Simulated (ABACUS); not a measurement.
The system is Ta.

```
Ta
1.0
    -1.71384    1.66380    1.60595
     1.69320   -1.68230    1.60382
     1.68622    1.65469   -1.62445
Ta
1
Cartesian
  0.0000 0.0000 0.0000
```

```yaml
Program: ABACUS 3.10.1
Task: relaxation of cell and atoms
Functional: BLYP
Dispersion: D3
Potentials_or_basis: PseudoDojo NC SR 0.4.1 PBE standard
Cutoff: 1361 eV
Density_cutoff: 5442 eV
Basis: DZP LCAO (the cutoffs set its grid)
k_mesh: 8 × 8 × 8
Occupations: fermi-dirac, width 0.05 eV
Spin: no spin polarisation
```

At the start: pressure -6.3 GPa; volume 18.00 Å³/atom.

Q: How do energy, volume and symmetry change on relaxing?

A: Over 8 steps the energy falls by 25.6 meV/atom and the volume is 17.45 Å³/atom (-3.0 %); space group Im-3m (No. 229, to 0.05 Å).

Step by step:
| step | energy change (eV) | largest force (eV/Å) | pressure (GPa) | volume (Å³) |
| --- | --- | --- | --- | --- |
| 1 | 0.0000 | 0.0000 | -6.31 | 18.00 |
| 2 | -0.0173 | 0.0000 | 0.02 | 17.46 |
| 3 | -0.0226 | 0.0000 | 1.32 | 17.35 |
| 4 | -0.0253 | 0.0000 | 0.74 | 17.39 |
| 5 | -0.0255 | 0.0000 | 0.09 | 17.44 |
| 6 | -0.0256 | 0.0000 | -0.08 | 17.45 |
| 7 | -0.0256 | 0.0000 | -0.08 | 17.45 |
| 8 | -0.0256 | 0.0000 | -0.02 | 17.45 |

Final structure:
```xyz
1
Lattice="-1.6337 1.6340 1.6340 1.6340 -1.6337 1.6339 1.6338 1.6336 -1.6338" Properties=species:S:1:pos:R:3 pbc="T T T"
Ta    0.0000    0.0000    0.0000
```

Caveat: the atomic orbitals were generated for these runs and aren't a published set; the potentials were made for another functional, which shifts forces and pressure; the basis of atomic orbitals isn't converged, which shifts pressures, moduli and gaps; pairwise dispersion overbinds metals, which lowers pressure and volume.
